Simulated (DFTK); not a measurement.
## Si2Mo in DFTK: convergence with k mesh

Si2Mo:

```
CELL_PARAMETERS angstrom
-1.60000 1.60000 3.93050
1.60000 -1.60000 3.93050
1.60000 1.60000 -3.93050
ATOMIC_POSITIONS crystal
Mo 0.00000 0.00000 0.00000
Si 0.66700 0.66700 0.00000
Si 0.33300 0.33300 0.00000
```

| Item | Value |
| --- | --- |
| Program | DFTK 0.8.2 |
| Task | convergence study |
| Functional | PBE |
| Potentials or basis | in-house norm-conserving set (PBE, scalar relativistic) |
| Cutoff | 1088 eV |
| k mesh | 2 × 2 × 2 |
| Occupations | fermi-dirac, width 0.1 eV |
| Spin | no spin polarisation |

These are the settings of the first run; the series varies k mesh, with any setting tied to it.

Hardware: 1 thread of AMD EPYC 9R45 96-Core Processor (Zen 5), with other jobs on the host.

Question: The values tried are 2 × 2 × 2, 4 × 4 × 4, 5 × 5 × 5, 7 × 7 × 7, 9 × 9 × 9, 11 × 11 × 11, 13 × 13 × 13, 16 × 16 × 16, loosest first. From which on does the largest force stay within 0.005 eV/Å of the tightest run that finished?

Answer: From 11 × 11 × 11 on.

| k mesh | energy less the tightest run, at zero smearing (meV/atom) | pressure (GPa) | largest force (eV/Å) | SCF cycles |
| --- | --- | --- | --- | --- |
| 2 × 2 × 2 | 86.17 | 4.19 | 0.085 | 10 |
| 4 × 4 × 4 | 10.97 | 2.60 | 0.121 | 10 |
| 5 × 5 × 5 | 3.21 | 2.28 | 0.241 | 10 |
| 7 × 7 × 7 | -0.76 | 2.28 | 0.288 | 10 |
| 9 × 9 × 9 | 0.39 | 2.31 | 0.285 | 10 |
| 11 × 11 × 11 | 0.19 | 2.30 | 0.273 | 10 |
| 13 × 13 × 13 | 0.06 | 2.30 | 0.274 | 10 |
| 16 × 16 × 16 | 0.00 | 2.30 | 0.274 | 10 |

Against the tightest run, the energy stays within 1 meV/atom from 7 × 7 × 7 on; the pressure stays within 0.1 GPa from 5 × 5 × 5 on. Meshes of other sizes hit other points, so gaps and Fermi surfaces needn't settle smoothly. The tightest run that finished is the yardstick and may itself not be fully converged.
